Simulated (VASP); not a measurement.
Wanted: the native input for a VASP 6.6.1 run.

```
Task                   : relaxation of cell and atoms
Functional             : PBE
Dispersion             : D3(BJ)
Potentials or basis    : VASP PAW PBE potentials, release 64 (Se, In_d)
Cutoff                 : 600 eV
k mesh                 : 9 × 9 × 1
Occupations            : gaussian, width 0.03 eV
Spin                   : no spin polarisation
Further INCAR settings : ALGO = Normal; EDIFF = 1e-06; IBRION = 2; EDIFFG = -0.01; NSW = 90; ISIF = 3
```

The structure of InSe lies in POSCAR:

```
InSe
1.0
    4.0000000000      0.0000000000      0.0000000000
   -2.0000000000      3.4641016200      0.0000000000
    0.0000000000      0.0000000000     23.3577120000
Se In
2 2
Direct
    0.0000000000      0.0000000000      0.3853117100
    0.0000000000      0.0000000000      0.6146882900
    0.6666666700      0.3333333300      0.4395483600
    0.6666666700      0.3333333300      0.5603071100
```

The input as run:

INCAR

```
SYSTEM = InSe
PREC = Accurate ; ENCUT = 600
EDIFF = 1E-6 ; ISMEAR = 0
SIGMA = 0.03 ; LREAL = .False.
LASPH = .True. ; NELM = 80
ALGO = Normal ; ISIF = 3
LWAVE = .False. ; LCHARG = .False.
GGA = PE ; IVDW = 12
IBRION = 2 ; NSW = 90
EDIFFG = -0.01 ; LATTICE_CONSTRAINTS = .TRUE. .TRUE. .FALSE.
KPAR = 8
```

KPOINTS

```
regular mesh
0
Gamma
  9 9 1
  0 0 0
```

Potentials or basis: VASP PAW PBE potentials, release 64 (Se, In_d).

Command:

```bash
$ cat potpaw_PBE.64/Se/POTCAR potpaw_PBE.64/In_d/POTCAR > POTCAR
$ mpirun -np 8 vasp_std > vasp.out
```

Results of the run:

```
Relaxed volume                         : 82.03 Å³/atom
Relaxed cell                           : a = 4.027 Å, b = 4.027 Å, c = 23.358 Å, α = 90.00°, β = 90.00°, γ = 120.00°
Space group after relaxing (to 0.05 Å) : P-6m2 (No. 187)
Energy gained by relaxing              : 4.3 meV/atom
Ionic steps                            : 13
Largest force after relaxing           : 0.010 eV/Å
Band gap on the k mesh                 : 1.62 eV, indirect (least direct gap 1.69 eV)
Dispersion energy per atom             : -0.222 eV
```

Caveat: spin-orbit coupling is left out, which moves the levels of the heavy elements.

Run time: 2.8 min on 8 MPI ranks on Intel(R) Xeon(R) 6975P-C (Granite Rapids), on a shared host, peak memory 0.61 GiB a rank.
